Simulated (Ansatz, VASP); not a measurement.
This is a calculation of GaP for VASP 6.6.1.

Contents of INCAR:

```
  PREC = Accurate
  ENCUT = 520
  EDIFF = 1E-6
  ISMEAR = -1
  SIGMA = 0.05
  LREAL = False
  LASPH = True
  NELM = 100
  ALGO = Normal
  ISIF = 2
  LWAVE = False
  LCHARG = False
  GGA = PS
  NBANDS = 16
```

The input KPOINTS:

```
Automatic mesh
0
Gamma
  8 8 8
```

Contents of POSCAR:

```
GaP
1.0
    0.0000000000      2.7069591804      2.7069591804
    2.7069591804      0.0000000000      2.7069591804
    2.7069591804      2.7069591804      0.0000000000
Ga P
1 1
Direct
    0.0000000000      0.0000000000      0.0000000000
    0.7500000000      0.7500000000      0.7500000000
```

Potentials or basis: VASP PAW PBE potentials, release 64 (Ga_d, P).

Launch:

```bash
$ cat potpaw_PBE.64/Ga_d/POTCAR potpaw_PBE.64/P/POTCAR > POTCAR
$ mpirun -np 1 vasp_std > vasp.out
```

Set up the same calculation for Ansatz 0.2.0. Potentials there: Ansatz PAW.

As run (the cutoff follows the program's own potentials):

File input.yaml:

```yaml
crystal:
  lattice:
    - [0.0, 2.7069591804, 2.7069591804]
    - [2.7069591804, 0.0, 2.7069591804]
    - [2.7069591804, 2.7069591804, 0.0]
  atoms:
    - { symbol: Ga, position: [0.0, 0.0, 0.0] }
    - { symbol: P, position: [0.75, 0.75, 0.75] }
hamiltonian:
  xc: pbesol
  pseudopotentials: { kind: paw }
kpoints:
  mp_grid: { grid: [8, 8, 8] }
scf:
  occupations: { method: fermi_dirac, width: 0.05 }
output:
  forces: true
  stress: true
  eigenvalues: true
```

Potentials or basis: Ansatz PAW.

Command:

```bash
$ ansatz run input.yaml --threads 1 --pin off --max-ram 3584MiB --backend cpu --events-out ev --progress --plain --runs-dir out
```

Both were run:

|  | VASP | Ansatz | Ansatz less VASP |
| --- | --- | --- | --- |
| gap on the k mesh at the Fermi level (eV) | 1.47 | 1.47 | -0.003 |
| least direct gap on the mesh (eV) | 1.92 | 1.91 | -0.007 |
| pressure (GPa) | 1.1 | 1.2 | +0.10 |

The functional is the same, so the differences come from potentials, cutoffs and numerics.

Caveats: the PAW data sets were made with another functional, which shifts forces and pressure a little (VASP); the PAW data sets come from PBE, with cores solved anew for the run's functional, which leaves a small shift of forces and pressure (Ansatz). A k mesh can miss the band edges. As with any semilocal functional, this PBEsol gap is likely too small.
